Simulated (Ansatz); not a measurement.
**SiNi: a strain scan**

This session takes SiNi and sets out to see how energy and stress answer to the strain pattern (0, 0, 0, 0, 1, 0).

Program: Ansatz 0.2.0. Level of theory: DFT r2SCAN, scalar-relativistic, plane waves, PAW. These are calculated values, not measurements.

2 further runs of the same task are left out: 2 set aside as unsound or not needed. Runs told in other sessions of the task aren't counted.

**1. The structure to begin with**

Symmetry: P2_13, No. 198, cubic system. The conventional cell has a = 4.465 Å, b = 4.465 Å, c = 4.465 Å, α = 90.00°, β = 90.00°, γ = 90.00°. Around Si (site symmetry 3) lie 7 Ni at 2.33 to 2.42 Å. Around Ni (site symmetry 3) lie 7 Si at 2.33 to 2.42 Å.

Coordinates:

```xyz
8
Lattice="4.4648 0.0000 0.0000 0.0000 4.4648 0.0000 0.0000 0.0000 4.4648" Properties=species:S:1:pos:R:3 pbc="T T T"
Si    3.7813    3.7813    3.7813
Si    2.9159    0.6835    1.5489
Si    1.5489    2.9159    0.6835
Si    0.6835    1.5489    2.9159
Ni    0.6640    0.6640    0.6640
Ni    1.5684    3.8008    2.8964
Ni    2.8964    1.5684    3.8008
Ni    3.8008    2.8964    1.5684
```

It is the result of an earlier relaxation at this level (volume 11.13 Å³/atom; gap on the mesh: none (metal)).

**2. Zero of energy**

The reference gives a free energy of -25940.3810 eV, pressure -0.03 GPa, largest force 0.001 eV/Å and gap on the mesh none (metal). It was computed beforehand with the settings of the runs below.

**3. Next: a strain scan**

The cell is strained by ε times the Voigt pattern (0, 0, 0, 0, 1, 0) (xx, yy, zz, yz, xz, xy; engineering shear), with fractional coordinates fixed (clamped ions). The stress on the pattern is the sum of the stress components weighted by it, tension positive.

**4. ε = -0.0600**

input.yaml

```yaml
crystal:
  lattice:
    - [4.4648149381, 0.0, -0.1339444481]
    - [0.0, 4.4648149381, 0.0]
    - [-0.1339444481, 0.0, 4.4648149381]
  atoms:
    - { symbol: Si, position: [0.8469210539, 0.8469210539, 0.8469210539] }
    - { symbol: Si, position: [0.6530789461, 0.1530789461, 0.3469210539] }
    - { symbol: Si, position: [0.3469210539, 0.6530789461, 0.1530789461] }
    - { symbol: Si, position: [0.1530789461, 0.3469210539, 0.6530789461] }
    - { symbol: Ni, position: [0.1487251961, 0.1487251961, 0.1487251961] }
    - { symbol: Ni, position: [0.3512748039, 0.8512748039, 0.6487251961] }
    - { symbol: Ni, position: [0.6487251961, 0.3512748039, 0.8512748039] }
    - { symbol: Ni, position: [0.8512748039, 0.6487251961, 0.3512748039] }
basis:
  ecutwfc: 500
kpoints:
  mp_grid: { grid: [10, 10, 10] }
hamiltonian:
  xc: r2scan
scf:
  occupations: { method: gaussian, width: 0.15 }
output:
  forces: true
  stress: true
  eigenvalues: true
```

Started as:

```bash
$ ansatz run input.yaml --threads 2 --pin off --max-ram 5120MiB --backend cpu --events-out ev --progress --plain --runs-dir out
```

What it wrote, shortened:

```text
Warning: RAYON_NUM_THREADS=2 ignored (pool sized by the plan → 2); use --threads N
[...]
Pseudopotentials: kind: paw
Pseudopotential: Si, paw, valence charge 4, recommended cutoff 500 eV (meta_gga), Si.paw.azcp
Pseudopotential: Ni, paw, valence charge 18, recommended cutoff 500 eV (meta_gga), Ni.paw.azcp
Functional definition: r2SCAN
[...]
Crystal: 8 atoms, lattice volume = 88.924 Å³
Basis set: ecut = 500 eV, 2265 PW (Γ), exchange–correlation on 144×144×144 points (64 copies of the dense FFT grid, shifted against one another)
Bands: 53, of which v1, the nominal top of the filled ones, is band 44 counted from 1 (43 counted from 0)
Symmetry: 2 space group operations
Space group: P21 (ITA 4), of the structure as read, at distance tolerance 4.5e-5 Å
k-points: 312 of 1000 (time reversal used)
[...]
SCF iter   1: F=—  HF=-25940.052630 eV  |F-HF|=—  |Δ(HF+E_count)|=         —  Δρ=2.81e-2  dr2=5.71e-1  dr2_τ=2.43e-1  ethr=1.77e-3  ⟨swp⟩=7.3  Hψ=65850  notcnv=0
[...]
SCF iter  10: F=-25940.297046 eV  HF=-25940.297046 eV  |F-HF|=3.51e-9  |Δ(HF+E_count)|=   6.32e-8  Δρ=4.70e-6  dr2=1.55e-8  dr2_τ=7.22e-10  ethr=1.14e-10  ⟨swp⟩=9.4  Hψ=84713  notcnv=0
[...]
SCF converged after 10 iterations
Free energy (F): -25940.297046 eV
[...]
E sigma→0 (E₀):  -25940.282355 eV
Entropy (-TS):   -0.029381 eV (-3.673 meV/atom)
Fermi energy:    16.971943 eV
[...]
--- Forces (eV/Å), atoms counted from 1 ---
  atom   1  Si     0.03054497    -0.10484839    -0.13354170
  atom   2  Si     0.04892498    -0.08389150     0.10459544
  atom   3  Si    -0.04892498    -0.08389150    -0.10459544
  atom   4  Si    -0.03054497    -0.10484839     0.13354170
  atom   5  Ni    -0.07878189     0.09706750     0.05936265
  atom   6  Ni    -0.13132976     0.09167750    -0.04628606
  atom   7  Ni     0.13132976     0.09167750     0.04628606
  atom   8  Ni     0.07878189     0.09706750    -0.05936265
[...]
--- Stress (GPa, compression-positive) ---
        0.921895      -0.000000       4.949573
       -0.000000      -0.127889      -0.000000
        4.949572      -0.000000       0.694241
  P = ⅓ Tr σ = 0.4961 GPa (4.961 kbar)
--- Band table (eV; the first three rows and the last of 312) ---
[...]
```

Run time: 1.7 min. Hardware: 2 threads of Intel Xeon 6975P-C (Granite Rapids), shared host; peak memory 1.5 GiB.

**5. At ε = 0.0450**

input.yaml, as its differences from that of step 4:

```diff
@@ -2,5 +2,5 @@
   lattice:
-    - [4.4648149381, 0.0, -0.1339444481]
+    - [4.4648149381, 0.0, 0.1004583361]
     - [0.0, 4.4648149381, 0.0]
-    - [-0.1339444481, 0.0, 4.4648149381]
+    - [0.1004583361, 0.0, 4.4648149381]
   atoms:
@@ -26 +26,5 @@
   eigenvalues: true
+  write_density: true
+  write_potential: true
+  elf: true
+  volumetric_format: npy
```

Started as:

```bash
$ ansatz run input.yaml --threads 2 --pin off --max-ram 5120MiB --backend cpu --events-out ev --progress --plain --runs-dir out
```

What it wrote, shortened:

```text
Warning: RAYON_NUM_THREADS=2 ignored (pool sized by the plan → 2); use --threads N
[...]
[... 4 set-up lines as earlier in the session ...]
[...]
Crystal: 8 atoms, lattice volume = 88.959 Å³
Basis set: ecut = 500 eV, 2265 PW (Γ), exchange–correlation on 144×144×144 points (64 copies of the dense FFT grid, shifted against one another)
Bands: 53, of which v1, the nominal top of the filled ones, is band 44 counted from 1 (43 counted from 0)
[... 2 set-up lines as earlier in the session ...]
k-points: 312 of 1000 (time reversal used)
[...]
SCF converged after 10 iterations
Free energy (F): -25940.333524 eV
[...]
E sigma→0 (E₀):  -25940.319295 eV
Entropy (-TS):   -0.028456 eV (-3.557 meV/atom)
Fermi energy:    16.969827 eV
[...]
--- Forces (eV/Å), atoms counted from 1 ---
  atom   1  Si    -0.03503278     0.06459591     0.08199770
  atom   2  Si    -0.02452103     0.07590793    -0.09723450
  atom   3  Si     0.02452103     0.07590793     0.09723450
  atom   4  Si     0.03503278     0.06459591    -0.08199770
  atom   5  Ni     0.09372094    -0.06917817    -0.03621955
  atom   6  Ni     0.06374985    -0.07133177     0.04278879
  atom   7  Ni    -0.06374985    -0.07133177    -0.04278879
  atom   8  Ni    -0.09372094    -0.06917817     0.03621955
[...]
--- Stress (GPa, compression-positive) ---
        0.494222       0.000000      -3.764484
        0.000000      -0.071635      -0.000000
       -3.764484      -0.000000       0.366885
  P = ⅓ Tr σ = 0.2632 GPa (2.632 kbar)
--- Band table (eV; the first three rows and the last of 312) ---
[...]
```

It took 1.9 min on 2 threads of Intel Xeon 6975P-C (Granite Rapids), shared host; peak memory 1.5 GiB.

Density in a lattice plane of the grid's cell (edges 4.47 and 4.47 Å, at 0.149 of the third edge), which holds Si and Ni.

Values in e/Å³, 12 rows by 12 columns:
```
 0.32  0.39  0.43  0.34  0.24  0.21  0.27  0.45  0.58  0.46  0.34  0.29
 0.31  0.34  0.34  0.31  0.25  0.23  0.29  0.52  0.70  0.52  0.37  0.31
 0.32  0.36  0.38  0.37  0.31  0.26  0.28  0.38  0.47  0.41  0.32  0.30
 0.29  0.34  0.40  0.42  0.36  0.30  0.29  0.32  0.35  0.31  0.26  0.25
 0.24  0.31  0.38  0.40  0.36  0.33  0.34  0.37  0.37  0.31  0.24  0.21
 0.23  0.29  0.34  0.34  0.33  0.35  0.40  0.40  0.37  0.35  0.28  0.22
 0.27  0.32  0.35  0.32  0.31  0.36  0.39  0.23  0.15  0.27  0.35  0.28
 0.44  0.85  1.01  0.55  0.36  0.38  0.37  0.15  0.07  0.23  0.41  0.37
 1.16  6.84 10.37  3.02  0.59  0.39  0.40  0.29  0.22  0.35  0.44  0.46
 2.32 24.49 44.78 10.38  1.02  0.36  0.35  0.38  0.39  0.40  0.37  0.45
 1.47 12.85 24.52  6.82  0.80  0.28  0.26  0.31  0.35  0.33  0.30  0.36
 0.48  1.49  2.30  1.08  0.35  0.22  0.23  0.31  0.37  0.34  0.29  0.29
```
Columns run along the first of these edges and rows up along the second, over one cell in 12 and 12 even steps from the bottom left corner. Atoms in the plane (fractional): Si at (0.65, 0.35), Ni at (0.15, 0.15).

ELF in the same plane.

Values, 12 rows by 12 columns:
```
0.31 0.23 0.21 0.22 0.25 0.23 0.17 0.17 0.22 0.28 0.37 0.41
0.51 0.51 0.51 0.47 0.39 0.27 0.17 0.17 0.22 0.28 0.39 0.48
0.54 0.59 0.62 0.58 0.46 0.31 0.21 0.18 0.21 0.28 0.39 0.47
0.45 0.54 0.62 0.62 0.49 0.36 0.33 0.34 0.35 0.36 0.35 0.37
0.36 0.51 0.63 0.63 0.50 0.44 0.51 0.59 0.59 0.50 0.35 0.28
0.35 0.51 0.60 0.57 0.50 0.54 0.62 0.56 0.49 0.49 0.43 0.32
0.33 0.35 0.37 0.39 0.46 0.59 0.53 0.26 0.24 0.27 0.52 0.45
0.24 0.21 0.20 0.19 0.33 0.60 0.51 0.25 0.42 0.27 0.62 0.51
0.23 0.34 0.38 0.27 0.23 0.54 0.63 0.35 0.25 0.43 0.66 0.39
0.25 0.52 0.65 0.38 0.21 0.38 0.62 0.62 0.58 0.62 0.57 0.25
0.22 0.42 0.52 0.34 0.17 0.26 0.43 0.49 0.52 0.50 0.42 0.19
0.16 0.22 0.25 0.20 0.15 0.23 0.24 0.24 0.27 0.32 0.36 0.27
```
Columns run along the first of these edges and rows up along the second, over one cell in 12 and 12 even steps from the bottom left corner. Atoms in the plane (fractional): Si at (0.65, 0.35), Ni at (0.15, 0.15).

Both are smooth fields of the valence electrons: close to the nuclei they are not physical.

The highest ELF values outside the cores: 0.72 on the Si–Ni line, 0.9 Å from Si; 0.69 beside Si, off the lines to its neighbours, 0.9 Å from Si.

**6. At ε = -0.0300**

input.yaml, as its differences from that of step 5:

```diff
@@ -2,5 +2,5 @@
   lattice:
-    - [4.4648149381, 0.0, 0.1004583361]
+    - [4.4648149381, 0.0, -0.0669722241]
     - [0.0, 4.4648149381, 0.0]
-    - [0.1004583361, 0.0, 4.4648149381]
+    - [-0.0669722241, 0.0, 4.4648149381]
   atoms:
@@ -26,5 +26 @@
   eigenvalues: true
-  write_density: true
-  write_potential: true
-  elf: true
-  volumetric_format: npy
```

Started as:

```bash
$ ansatz run input.yaml --threads 2 --pin off --max-ram 5120MiB --backend cpu --events-out ev --progress --plain --runs-dir out
```

What it wrote, shortened:

```text
Warning: RAYON_NUM_THREADS=2 ignored (pool sized by the plan → 2); use --threads N
[...]
[... 4 set-up lines as earlier in the session ...]
[...]
Crystal: 8 atoms, lattice volume = 88.984 Å³
Basis set: ecut = 500 eV, 2261 PW (Γ), exchange–correlation on 144×144×144 points (64 copies of the dense FFT grid, shifted against one another)
Bands: 53, of which v1, the nominal top of the filled ones, is band 44 counted from 1 (43 counted from 0)
[... 2 set-up lines as earlier in the session ...]
k-points: 312 of 1000 (time reversal used)
[...]
SCF converged after 10 iterations
Free energy (F): -25940.359835 eV
[...]
E sigma→0 (E₀):  -25940.345943 eV
Entropy (-TS):   -0.027784 eV (-3.473 meV/atom)
Fermi energy:    16.967725 eV
[...]
--- Forces (eV/Å), atoms counted from 1 ---
  atom   1  Si     0.01765227    -0.04893877    -0.06292675
  atom   2  Si     0.02216938    -0.04423082     0.05672597
  atom   3  Si    -0.02216938    -0.04423082    -0.05672597
  atom   4  Si    -0.01765227    -0.04893877     0.06292675
  atom   5  Ni    -0.04594238     0.04677881     0.02737674
  atom   6  Ni    -0.05899451     0.04639573    -0.02520856
  atom   7  Ni     0.05899451     0.04639573     0.02520856
  atom   8  Ni     0.04594238     0.04677881    -0.02737674
[...]
--- Stress (GPa, compression-positive) ---
        0.195826      -0.000000       2.533147
       -0.000000      -0.044270      -0.000000
        2.533147      -0.000000       0.141686
  P = ⅓ Tr σ = 0.0977 GPa (0.977 kbar)
--- Band table (eV; the first three rows and the last of 312) ---
[...]
```

Run time: 96 s. Hardware: 2 threads of Intel Xeon 6975P-C (Granite Rapids), shared host; peak memory 1.5 GiB.

**7. At ε = 0.0150**

input.yaml, as its differences from that of step 6:

```diff
@@ -2,5 +2,5 @@
   lattice:
-    - [4.4648149381, 0.0, -0.0669722241]
+    - [4.4648149381, 0.0, 0.033486112]
     - [0.0, 4.4648149381, 0.0]
-    - [-0.0669722241, 0.0, 4.4648149381]
+    - [0.033486112, 0.0, 4.4648149381]
   atoms:
```

Started as:

```bash
$ ansatz run input.yaml --threads 2 --pin off --max-ram 5120MiB --backend cpu --events-out ev --progress --plain --runs-dir out
```

What it wrote, shortened:

```text
Warning: RAYON_NUM_THREADS=2 ignored (pool sized by the plan → 2); use --threads N
[...]
[... 4 set-up lines as earlier in the session ...]
[...]
Crystal: 8 atoms, lattice volume = 88.999 Å³
Basis set: ecut = 500 eV, 2281 PW (Γ), exchange–correlation on 144×144×144 points (64 copies of the dense FFT grid, shifted against one another)
Bands: 53, of which v1, the nominal top of the filled ones, is band 44 counted from 1 (43 counted from 0)
[... 2 set-up lines as earlier in the session ...]
k-points: 312 of 1000 (time reversal used)
[...]
SCF converged after 10 iterations
Free energy (F): -25940.375709 eV
[...]
E sigma→0 (E₀):  -25940.361952 eV
Entropy (-TS):   -0.027512 eV (-3.439 meV/atom)
Fermi energy:    16.966055 eV
[...]
--- Forces (eV/Å), atoms counted from 1 ---
  atom   1  Si    -0.01035957     0.02283234     0.02937928
  atom   2  Si    -0.00962278     0.02360317    -0.03047509
  atom   3  Si     0.00962278     0.02360317     0.03047509
  atom   4  Si     0.01035957     0.02283234    -0.02937928
  atom   5  Ni     0.02752474    -0.02352989    -0.01326308
  atom   6  Ni     0.02495678    -0.02290743     0.01303188
  atom   7  Ni    -0.02495678    -0.02290743    -0.01303188
  atom   8  Ni    -0.02752474    -0.02352989     0.01326308
[...]
--- Stress (GPa, compression-positive) ---
        0.022316       0.000000      -1.272624
        0.000000      -0.035584       0.000000
       -1.272624       0.000000       0.009572
  P = ⅓ Tr σ = -0.0012 GPa (-0.012 kbar)
--- Band table (eV; the first three rows and the last of 312) ---
[...]
```

Run time: 95 s. Hardware: 2 threads of Intel Xeon 6975P-C (Granite Rapids), shared host; peak memory 1.5 GiB.

**8. Results of the scan**

All points in order; energies are free energies above the reference cell:

```csv
ε,ΔE (meV/atom),stress on the pattern (GPa),pressure (GPa)
-0.0600,10.5,-4.95,0.5
-0.0300,2.6,-2.53,0.1
0.0000,0.0,0.00,0.0
0.0150,0.7,1.27,0.0
0.0450,5.9,3.76,0.3
```

**9. Summary of results**

| quantity | value |
| --- | --- |
| slope of the stress at ε = 0, from the points at -0.0300, 0 and 0.0150 | 85 GPa |

The slope of the stress at zero strain, 85 GPa, estimates C55 with clamped ions in this Cartesian frame; letting the atoms relax could not make it stiffer. The step is wide, so higher orders mix in. No sampled point lies below the undisturbed cell. Spin polarisation is off in the runs that give these values; a magnetic solution could lie lower.
